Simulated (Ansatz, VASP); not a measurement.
## CdTe: VASP beside Ansatz

Contents of INCAR:

```
  PREC = Accurate
  ENCUT = 520
  EDIFF = 1E-6
  ISMEAR = -1
  SIGMA = 0.08
  LREAL = F
  LASPH = T
  NELM = 100
  ALGO = Normal
  ISIF = 2
  LWAVE = F
  LCHARG = F
  GGA = PE
  NBANDS = 16
```

File KPOINTS:

```
Automatic mesh
0
Gamma
  11 11 11
```

The input POSCAR:

```
CdTe
1.0
    0.0000000000      3.0708203598      3.0708203598
    3.0708203598      0.0000000000      3.0708203598
    3.0708203598      3.0708203598      0.0000000000
Cd Te
1 1
Direct
    0.0000000000      0.0000000000      0.0000000000
    0.2500000000      0.2500000000      0.2500000000
```

Input for Ansatz:

```yaml
crystal:
  lattice:
    - [0.0, 3.0708203598, 3.0708203598]
    - [3.0708203598, 0.0, 3.0708203598]
    - [3.0708203598, 3.0708203598, 0.0]
  atoms:
    - { symbol: Cd, position: [0.0, 0.0, 0.0] }
    - { symbol: Te, position: [0.25, 0.25, 0.25] }
kpoints:
  mp_grid: { grid: [11, 11, 11] }
scf:
  occupations: { method: fermi_dirac, width: 0.08 }
hamiltonian:
  xc: pbe
  pseudopotentials: { kind: all_electron, lapw: { basis_error: 0.001 } }
output:
  forces: true
  stress: true
  eigenvalues: true
  populations: true
```

Change from the starting cell: volume scaled by 0.8, LAPW.

Alike in both runs: task single point; functional PBE; k mesh 11 × 11 × 11; occupations fermi-dirac, width 0.08 eV; no spin polarisation.

```csv
,VASP,Ansatz
version,VASP 6.6.1,Ansatz 0.2.0
potentials or method,"VASP PAW PBE potentials, release 64 (Cd, Te)","all-electron LAPW, scalar-relativistic"
plane-wave cutoff (eV),520,see its input
```

Ansatz gave:

| Item | Value |
| --- | --- |
| pressure (GPa) | 13.5 |

Task: Which values does VASP return?

Result: Pressure (GPa): 13.7.

Ansatz ran all-electron here, so the differences hold the error of VASP's frozen core and of both bases.

Caveats: spin-orbit coupling is left out, which moves the levels of the heavy elements.
